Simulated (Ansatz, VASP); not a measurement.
## One calculation of Y, two programs

INCAR

```
SYSTEM = Y
  PREC = Accurate
  ENCUT = 520
  EDIFF = 1E-8
  ISMEAR = -1
  SIGMA = 0.08
  LREAL = .False.
  LASPH = .True.
  NELM = 60
  ALGO = Normal
  ISIF = 2
  LWAVE = .False.
  LCHARG = .False.
  GGA = PE
  LEFG = .True.
  NBANDS = 12
```

KPOINTS

```
Automatic mesh
0
Gamma
  11 11 11
  0 0 0
```

POSCAR

```
Y
1.0
    3.2104336525      0.0000000000      0.0000000000
    0.0000000000      3.2104336525      0.0000000000
    0.0000000000      0.0000000000      3.2104336525
Y
1
Direct
    0.0000000000      0.0000000000      0.0000000000
```

Input for Ansatz:

```yaml
crystal:
  lattice:
    - [3.2104336525, 0.0, 0.0]
    - [0.0, 3.2104336525, 0.0]
    - [0.0, 0.0, 3.2104336525]
  atoms:
    - { symbol: "Y", position: [0.0, 0.0, 0.0] }
kpoints:
  mp_grid: { grid: [11, 11, 11] }
scf:
  occupations: { method: fermi_dirac, width: 0.08 }
hamiltonian:
  xc: pbe
  pseudopotentials: { kind: paw }
output:
  forces: true
  stress: true
  eigenvalues: true
  efg: { contact_densities: true }
  write_density: true
  write_potential: true
  elf: true
  volumetric_format: npy
```

Change from the starting cell: volume scaled by 0.95, PAW files.

Alike in both runs: task electric field gradients; functional PBE; k mesh 11 × 11 × 11; occupations fermi-dirac, width 0.08 eV; no spin polarisation.

|  | VASP | Ansatz |
| --- | --- | --- |
| version | VASP 6.6.1 | Ansatz 0.2.0 |
| potentials or method | VASP PAW PBE potentials, release 64 (Y_sv) | PAW with Ansatz's default frozen-core files, scalar-relativistic |
| plane-wave cutoff (eV) | 520 | 420 |
| valence electrons in the cell | 11 | 11 |

```tsv
	VASP	Ansatz	Ansatz less VASP
pressure (GPa)	1.5	1.5	+0.04
Vzz of the field gradient on the site that differs most (V/Å²)	0.0	0.0	0.00
```

The functional is the same, so the differences come from potentials, cutoffs and numerics. Ansatz warned: «gradients_without_spin_orbit».
